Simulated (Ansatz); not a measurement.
**MgS (Niningerite) under changes of volume**

One of the cells (17.609 Å³/atom); the others are scaled copies at fixed shape and fractional positions:

```
S Mg
1.0
     0.00000    2.60165    2.60165
     2.60165    0.00000    2.60165
     2.60165    2.60165    0.00000
S Mg
1 1
Direct
  0.50000 0.50000 0.50000
  0.00000 0.00000 0.00000
```

```yaml
Program: Ansatz 0.2.0
Functional: PBE0
Potentials_or_basis: Ansatz PAW
Cutoff: "420 eV (not typed: the program's choice for these potentials)"
k_mesh: 4 × 4 × 4
Occupations: fermi-dirac, width 0.05 eV
Spin: no spin polarisation
```

| volume (Å³/atom) | energy over the lowest point (meV/atom) | pressure (GPa) | gap on the mesh (eV) |
| --- | --- | --- | --- |
| 16.553 | ? | ? | ? |
| 16.905 | 7.25 | 3.5 | 4.64 |
| 17.257 | 1.68 | 1.6 | 4.59 |
| 17.609 | 0.00 | -0.1 | 4.54 |
| 17.962 | 1.83 | -1.6 | 4.49 |
| 18.314 | 6.83 | -3.0 | 4.44 |
| 18.666 | 14.70 | -4.2 | 4.39 |

**Question.** What does the run at 16.553 Å³/atom give?

**Answer.** Energy over the lowest point 17.12 meV/atom; pressure 5.5 GPa; gap on the mesh 4.69 eV.

Worked out: A Birch-Murnaghan fit of order 3 (a polynomial in V^(-2/3)) to the other rows has its minimum at 17.60 Å³/atom with B0 = V·E''(V) = 80 GPa and B' = 4.1. It gives 17.11 meV/atom at 16.553 Å³/atom, against the run's 17.12, and -dE/dV = 5.5 GPa, against 5.5. A straight line through the other rows of the gap, of slope -2.52 eV per unit of ln V, extrapolates to 4.69 eV, against the run's 4.69.

Energies are extrapolated to zero smearing.

Caveats: all runs use coarse meshes; the PAW data sets come from PBE, with cores solved anew for the run's functional, which leaves a small shift of forces and pressure; the thresholds are loose for stress.

A mesh can miss the band edges.
